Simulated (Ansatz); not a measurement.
TiAl: single point with PBE

The system is TiAl.

```
Ti Al
1.0
     3.17906    0.00000    0.00000
     0.00000    3.17906    0.00000
     0.00000    0.00000    3.17906
Ti Al
1 1
Direct
  0.99886 0.00758 0.00170
  0.50931 0.50647 0.50062
```

The cell comes from a database or a generator and needn't be the stable form of this composition.

The cell isn't the ideal one: atoms moved at random, drawn with an rms of 0.05 Å.

```
Program             : Ansatz 0.2.0
Task                : single point
Functional          : PBE
Potentials or basis : all-electron LAPW, scalar-relativistic
Cutoff              : 208 eV (chosen from the basis error)
Basis error allowed : 0.001 eV/atom
k mesh              : 8 × 8 × 8
Occupations         : fermi-dirac, width 0.05 eV
Spin                : no spin polarisation
```

| Quantity | Value |
| --- | --- |
| Pressure | 0.9 GPa |
| Largest force | 0.212 eV/Å |
| Band gap on the k mesh | none (metal or under the smearing width) |
| Loewdin charges | Ti +0.52; Al -0.43 e |

Forces in eV/Å, atoms in the order of the input:
```
Ti   0.210 -0.022 -0.022
Al  -0.210  0.022  0.022
```

Levels at points of the mesh, in eV from the Fermi level:
```csv
k point,band 7,band 8,band 9,band 10,band 11,band 12,band 13,band 14,band 15,band 16
"(0.00, 0.00, 0.00)",-33.08,-33.08,-9.28,-1.44,-1.44,1.81,1.81,1.81,4.41,4.41
"(0.00, 0.00, -0.50)",-33.07,-33.07,-6.04,-5.19,-0.55,0.15,0.15,2.01,2.99,6.51
"(0.00, -0.50, -0.50)",-33.23,-33.05,-5.02,-2.11,-2.11,-1.47,0.71,0.71,2.73,4.71
"(-0.50, 0.00, 0.00)",-33.07,-33.07,-6.05,-5.19,-0.55,0.15,0.15,2.01,2.99,6.51
"(-0.50, 0.00, -0.50)",-33.23,-33.05,-5.02,-2.11,-2.11,-1.46,0.71,0.71,2.73,4.71
"(-0.50, -0.50, -0.50)",-33.21,-33.21,-3.10,-3.09,-3.09,0.62,2.79,2.79,2.91,2.91
```

It took 29 s on 1 thread of Arm Neoverse V1, on a shared host, peak memory 0.36 GiB.
